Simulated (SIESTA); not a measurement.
Ti:

```xyz
2
Lattice="2.9500 0.0000 0.0000 -1.4750 2.5548 0.0000 0.0000 0.0000 4.6800" Properties=species:S:1:pos:R:3 pbc="T T T"
Ti    1.4750    0.8516    3.5100
Ti    0.0000    1.7032    1.1700
```

Base run:

| Quantity | Value |
| --- | --- |
| Program | SIESTA 5.4.2 |
| Functional | PBEsol |
| Potentials or basis | PseudoDojo 0.4 standard (PBEsol files) |
| Basis | SZP (energy shift 0.003 Ry) |
| Grid cutoff | 800 Ry |
| Energy shift | 0.003 Ry |
| k mesh | 10 × 10 × 6 |
| Occupations | fermi-dirac, width 0.05 eV |
| Spin | no spin polarisation |

Its results: band gap on the k mesh none (metal or under the smearing width); pressure -2.4 GPa.

Question: The run is repeated on the same cell with these changes: basis from SZP (energy shift 0.003 Ry) to DZ (energy shift 0.003 Ry; two zetas on semicore shells). What comes out?

Answer: Band gap on the k mesh none (metal or under the smearing width); pressure -8.5 GPa.

Caveats: the basis of atomic orbitals isn't converged, which shifts pressures, moduli and gaps; the basis has no polarisation orbitals (some runs).
